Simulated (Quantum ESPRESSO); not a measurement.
A run of Quantum ESPRESSO 7.5:

Contents of pw.in:

```
&CONTROL
  calculation = 'scf'
  prefix = 'pwscf'
  outdir = './tmp'
  pseudo_dir = './pseudo'
  tprnfor = .true.
  tstress = .true.
  disk_io = 'low'
/
&SYSTEM
  ibrav = 0
  A = 4.00663679
  nat = 2
  ntyp = 2
  ecutwfc = 84
  nbnd = 14
  occupations = 'smearing'
  smearing = 'fd'
  degauss = 0.00367493
/
&ELECTRONS
  conv_thr = 4d-10
  electron_maxstep = 120
  mixing_beta = 0.5
/
ATOMIC_SPECIES
S     32.0600 S.upf
Mg    24.3050 Mg.upf
CELL_PARAMETERS alat
   0.0000000000    0.7071067819    0.7071067819
   0.7071067819    0.0000000000    0.7071067819
   0.7071067819    0.7071067819    0.0000000000
ATOMIC_POSITIONS alat
S      0.3535533909    0.3535533909    0.3535533909
Mg     0.0000000000    0.0000000000    0.0000000000
K_POINTS automatic
4 4 4 1 1 1
```

File relax.in:

```
&CONTROL
  calculation = 'vc-relax'
  prefix = 'pwscf'
  outdir = './tmp'
  pseudo_dir = './pseudo'
  tprnfor = .true.
  tstress = .true.
  disk_io = 'low'
  nstep = 40
  forc_conv_thr = 0.0001
  etot_conv_thr = 1d-06
/
&SYSTEM
  ibrav = 0
  A = 4.00663679
  nat = 2
  ntyp = 2
  ecutwfc = 84
  nbnd = 14
  occupations = 'smearing'
  smearing = 'fd'
  degauss = 0.00367493
/
&ELECTRONS
  conv_thr = 4d-10
  electron_maxstep = 120
  mixing_beta = 0.5
/
&IONS
  ion_dynamics = 'bfgs'
/
&CELL
  cell_dynamics = 'bfgs'
  press = 0
  press_conv_thr = 0.2
/
ATOMIC_SPECIES
S     32.0600 S.upf
Mg    24.3050 Mg.upf
CELL_PARAMETERS alat
   0.0000000000    0.7071067819    0.7071067819
   0.7071067819    0.0000000000    0.7071067819
   0.7071067819    0.7071067819    0.0000000000
ATOMIC_POSITIONS alat
S      0.3535533909    0.3535533909    0.3535533909
Mg     0.0000000000    0.0000000000    0.0000000000
K_POINTS automatic
4 4 4 1 1 1
```

File scf2.in:

```
&CONTROL
  calculation = 'scf'
  prefix = 'pwscf'
  outdir = './tmp'
  pseudo_dir = './pseudo'
  tprnfor = .true.
  tstress = .true.
  disk_io = 'low'
/
&SYSTEM
  ibrav = 0
  A = 3.99675081
  nat = 2
  ntyp = 2
  ecutwfc = 84
  nbnd = 14
  occupations = 'fixed'
/
&ELECTRONS
  conv_thr = 1d-13
  electron_maxstep = 120
  mixing_beta = 0.5
  startingpot = 'file'
  startingwfc = 'file'
/
ATOMIC_SPECIES
S     32.0600 S.upf
Mg    24.3050 Mg.upf
CELL_PARAMETERS alat
   0.0000000000    0.7071067817    0.7071067817
   0.7071067817    0.0000000000    0.7071067817
   0.7071067817    0.7071067817    0.0000000000
ATOMIC_POSITIONS alat
S      0.3535533909    0.3535533909    0.3535533909
Mg     0.0000000000    0.0000000000    0.0000000000
K_POINTS automatic
4 4 4 1 1 1
```

ph.in

```
raman of MgS
&INPUTPH
  prefix = 'pwscf'
  outdir = './tmp'
  tr2_ph = 1d-18
  fildyn = 'dyn'
  niter_ph = 90
  alpha_mix(1) = 0.7
  epsil = .true.
/
0.0000000000 0.0000000000 0.0000000000
```

Contents of dynmat.in:

```
&INPUT
  fildyn = 'dyn'
  asr = 'crystal'
  lperm = .true.
  filout = 'dynmat.disp'
  fileig = 'dynmat.eig'
/
```

dynmat_lo.in

```
&INPUT
  fildyn = 'dyn'
  asr = 'crystal'
  filout = 'dynmat_lo.disp'
  fileig = 'dynmat_lo.eig'
  q(1) = 0
  q(2) = 0
  q(3) = 1
/
```

Contents of scf_1x+.in:

```
&CONTROL
  calculation = 'scf'
  prefix = 'pwscf'
  outdir = './tmp'
  pseudo_dir = './pseudo'
  tprnfor = .true.
  disk_io = 'low'
/
&SYSTEM
  ibrav = 0
  A = 3.99675081
  nat = 2
  ntyp = 2
  ecutwfc = 84
  nbnd = 14
  occupations = 'fixed'
/
&ELECTRONS
  conv_thr = 1d-12
  electron_maxstep = 120
  mixing_beta = 0.5
/
ATOMIC_SPECIES
S     32.0600 S.upf
Mg    24.3050 Mg.upf
CELL_PARAMETERS alat
   0.0000000000    0.7071067817    0.7071067817
   0.7071067817    0.0000000000    0.7071067817
   0.7071067817    0.7071067817    0.0000000000
ATOMIC_POSITIONS alat
S      0.3573064395    0.3535533909    0.3535533909
Mg     0.0000000000    0.0000000000    0.0000000000
K_POINTS automatic
4 4 4 1 1 1
```

eps_1x+.in

```
dielectric tensor, atom 1 moved
&INPUTPH
  prefix = 'pwscf'
  outdir = './tmp'
  tr2_ph = 1d-16
  epsil = .true.
  trans = .false.
  zeu = .false.
/
0.0 0.0 0.0
```

Contents of scf_1x-.in:

```
&CONTROL
  calculation = 'scf'
  prefix = 'pwscf'
  outdir = './tmp'
  pseudo_dir = './pseudo'
  tprnfor = .true.
  disk_io = 'low'
/
&SYSTEM
  ibrav = 0
  A = 3.99675081
  nat = 2
  ntyp = 2
  ecutwfc = 84
  nbnd = 14
  occupations = 'fixed'
/
&ELECTRONS
  conv_thr = 1d-12
  electron_maxstep = 120
  mixing_beta = 0.5
/
ATOMIC_SPECIES
S     32.0600 S.upf
Mg    24.3050 Mg.upf
CELL_PARAMETERS alat
   0.0000000000    0.7071067817    0.7071067817
   0.7071067817    0.0000000000    0.7071067817
   0.7071067817    0.7071067817    0.0000000000
ATOMIC_POSITIONS alat
S      0.3498003423    0.3535533909    0.3535533909
Mg     0.0000000000    0.0000000000    0.0000000000
K_POINTS automatic
4 4 4 1 1 1
```

File eps_1x-.in:

```
dielectric tensor, atom 1 moved
&INPUTPH
  prefix = 'pwscf'
  outdir = './tmp'
  tr2_ph = 1d-16
  epsil = .true.
  trans = .false.
  zeu = .false.
/
0.0 0.0 0.0
```

Potentials or basis: PseudoDojo 0.4.1 SR PBEsol standard.

Command:

```sh
$ OMP_NUM_THREADS=1 mpirun -n 4 pw.x -nk 2 -in pw.in > pw.out
$ OMP_NUM_THREADS=1 mpirun -n 4 pw.x -nk 2 -in relax.in > relax.out
$ OMP_NUM_THREADS=1 mpirun -n 4 pw.x -nk 2 -in scf2.in > scf2.out
$ OMP_NUM_THREADS=1 mpirun -n 4 ph.x -nk 2 -in ph.in > ph.out
$ OMP_NUM_THREADS=1 mpirun -n 1 dynmat.x -in dynmat.in > dynmat.out
$ OMP_NUM_THREADS=1 mpirun -n 1 dynmat.x -in dynmat_lo.in > dynmat_lo.out
$ OMP_NUM_THREADS=1 mpirun -n 4 pw.x -nk 2 -in scf_1x+.in > scf_1x+.out
$ OMP_NUM_THREADS=1 mpirun -n 4 ph.x -nk 2 -in eps_1x+.in > eps_1x+.out
$ OMP_NUM_THREADS=1 mpirun -n 4 pw.x -nk 2 -in scf_1x-.in > scf_1x-.out
$ OMP_NUM_THREADS=1 mpirun -n 4 ph.x -nk 2 -in eps_1x-.in > eps_1x-.out
$ OMP_NUM_THREADS=1 mpirun -n 4 pw.x -nk 2 -in scf_1y+.in > scf_1y+.out
$ OMP_NUM_THREADS=1 mpirun -n 4 ph.x -nk 2 -in eps_1y+.in > eps_1y+.out
$ OMP_NUM_THREADS=1 mpirun -n 4 pw.x -nk 2 -in scf_1y-.in > scf_1y-.out
$ OMP_NUM_THREADS=1 mpirun -n 4 ph.x -nk 2 -in eps_1y-.in > eps_1y-.out
$ OMP_NUM_THREADS=1 mpirun -n 4 pw.x -nk 2 -in scf_1z+.in > scf_1z+.out
$ OMP_NUM_THREADS=1 mpirun -n 4 ph.x -nk 2 -in eps_1z+.in > eps_1z+.out
$ OMP_NUM_THREADS=1 mpirun -n 4 pw.x -nk 2 -in scf_1z-.in > scf_1z-.out
$ OMP_NUM_THREADS=1 mpirun -n 4 ph.x -nk 2 -in eps_1z-.in > eps_1z-.out
```

Hardware: 4 MPI ranks on Intel(R) Xeon(R) Platinum 8259CL CPU @ 2.50GHz (Skylake/Cascade Lake), with other jobs on the host.

Q: How long does it take, and how much memory?

A: It took 12 min on 4 MPI ranks on Intel(R) Xeon(R) Platinum 8259CL CPU @ 2.50GHz (Skylake/Cascade Lake) (shared host), peak memory 0.32 GiB a rank. Counts: scf iterations 64, k pools 2, bands 14, ion steps 5, k points 10, g dense 31879.
